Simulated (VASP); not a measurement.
Here is a VASP 6.6.1 calculation.

Contents of INCAR:

```
PREC = Accurate ; ENCUT = 520
EDIFF = 1E-7 ; ISMEAR = 0
SIGMA = 0.01 ; LREAL = F
LASPH = T ; NELM = 100
ALGO = Fast ; ISIF = 2
LWAVE = F ; LCHARG = F
GGA = PE ; IVDW = 12
NBANDS = 17
```

File KPOINTS:

```
regular mesh
0
Gamma
  5 5 5
```

POSCAR

```
TePb
1.0
   -0.0088840000      3.2423960000      3.2133790000
    3.1796160000     -0.0016660000      3.2061600000
    3.2191500000      3.2747120000     -0.0412000000
Pb Te
1 1
Direct
    0.0008075675     -0.0008841203     -0.0001847266
    0.4980353305      0.5012854260      0.5009357702
```

Potentials or basis: VASP PAW PBE potentials, release 64 (Pb_d, Te).

The run is started by

```console
$ cat potpaw_PBE.64/Pb_d/POTCAR potpaw_PBE.64/Te/POTCAR > POTCAR
$ mpirun -np 1 vasp_std > vasp.out
```

(1) Predict the dispersion energy per atom.

(2) Estimate the pressure.

(3) Estimate the band gap on the k mesh.

(4) What does it give for the largest force?

Answers

(1) -0.402 eV.

(2) 0.1 GPa.

(3) 1.05 eV, indirect (least direct gap 1.17 eV).

(4) 0.007 eV/Å.

Caveat: spin-orbit coupling is left out, which as a rule narrows the gap of such compounds by several tenths of an eV; an odd mesh through Γ misses points on the zone boundary, where band edges often lie.
